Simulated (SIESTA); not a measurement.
**WS2 under changes of volume**

One of the cells (27.815 Å³/atom); the others are scaled copies at fixed shape and fractional positions:

```
CELL_PARAMETERS angstrom
3.18295 0.00000 0.00000
-1.59148 2.75652 0.00000
0.00000 0.00000 28.53222
ATOMIC_POSITIONS crystal
W 0.66667 0.33333 0.43436
W 0.66667 0.33333 0.88553
W 0.00000 0.00000 0.65929
S 0.66667 0.33333 0.60463
S 0.00000 0.00000 0.37971
S 0.00000 0.00000 0.83085
S 0.66667 0.33333 0.71395
S 0.00000 0.00000 0.48903
S 0.00000 0.00000 0.94019
```

```yaml
Program: SIESTA 5.4.2
Functional: LDA
Potentials_or_basis: PseudoDojo 0.4 standard (LDA files)
Basis: DZP (energy shift 0.003 Ry; two zetas on semicore shells)
Grid_cutoff: 800 Ry
Energy_shift: 0.003 Ry
k_mesh: 8 × 8 × 1
Occupations: fermi-dirac, width 0.05 eV
Spin: no spin polarisation
```

```csv
volume (Å³/atom),energy over the lowest point (meV/atom),gap on the mesh (eV),largest force (eV/Å)
26.146,19.10,1.53,1.347
26.703,5.04,1.53,0.896
27.259,0.00,1.52,0.479
27.815,?,?,?
28.372,13.34,1.50,0.375
28.928,30.15,1.49,0.704
29.484,52.75,1.48,1.008
```

**Question.** What does the run at 27.815 Å³/atom give?

**Answer.** Energy over the lowest point 3.03 meV/atom; gap on the mesh 1.51 eV; largest force 0.094 eV/Å.

Worked out: A Birch-Murnaghan fit of order 3 (a polynomial in V^(-2/3)) to the other rows has its minimum at 27.32 Å³/atom with B0 = V·E''(V) = 113 GPa and B' = 4.3 at fixed shape and positions, which overstates the stiffness. It gives 3.04 meV/atom at 27.815 Å³/atom, against the run's 3.03. A straight line through the other rows of the gap, of slope -0.445 eV per unit of ln V, gives 1.51 eV, against the run's 1.51.

Energies are extrapolated to zero smearing.

Caveats: short orbitals over semicore shells can move pressures by several GPa; spin-orbit coupling is left out, which moves the levels of the heavy elements; the basis of atomic orbitals isn't converged, which shifts pressures, moduli and gaps.

A mesh can miss the band edges.
